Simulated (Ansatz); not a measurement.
Crystal: Al.

```
Al
1.0
     0.00000    2.02481    2.02481
     2.02481    0.00000    2.02481
     2.02481    2.02481    0.00000
Al
1
Direct
  0.00000 0.00000 0.00000
```

```yaml
Program: Ansatz 0.2.0
Task: relaxation of cell and atoms
Functional: r2SCAN
Dispersion: rVV10
Potentials_or_basis: Ansatz PAW
Cutoff: "500 eV (not typed: the program's choice for these potentials)"
k_mesh: 11 × 11 × 11
Occupations: fermi-dirac, width 0.05 eV
Spin: no spin polarisation
```

At the start: volume 16.60 Å³/atom.

Where does the relaxation end?

It ends after 5 steps and the volume is 15.89 Å³/atom (-4.3 %); space group Fm-3m (No. 225, to 0.05 Å).

The path:
```
step  energy change (eV)  largest force (eV/Å)  volume (Å³)
   1              0.0000                0.0000        16.60
   2             -0.0078                0.0000        15.72
   3             -0.0084                0.0000        15.91
   4             -0.0084                0.0000        15.89
   5             -0.0084                0.0000        15.89
```

Final structure:
```
CELL_PARAMETERS angstrom
0.00000 1.99559 1.99559
1.99559 0.00000 1.99559
1.99559 1.99559 0.00000
ATOMIC_POSITIONS crystal
Al 0.00000 0.00000 0.00000
```

The cell as given is a measured one (16.60 Å³/atom); r2SCAN+rVV10 puts the equilibrium volume -4.3 % from it, thermal expansion not counted.

Caveat: the plane-wave basis is chosen anew once the cell has moved, so the energies of steps on either side of that aren't comparable; the PAW data sets come from PBE, with cores solved anew for the run's functional, which leaves a small shift of forces and pressure.
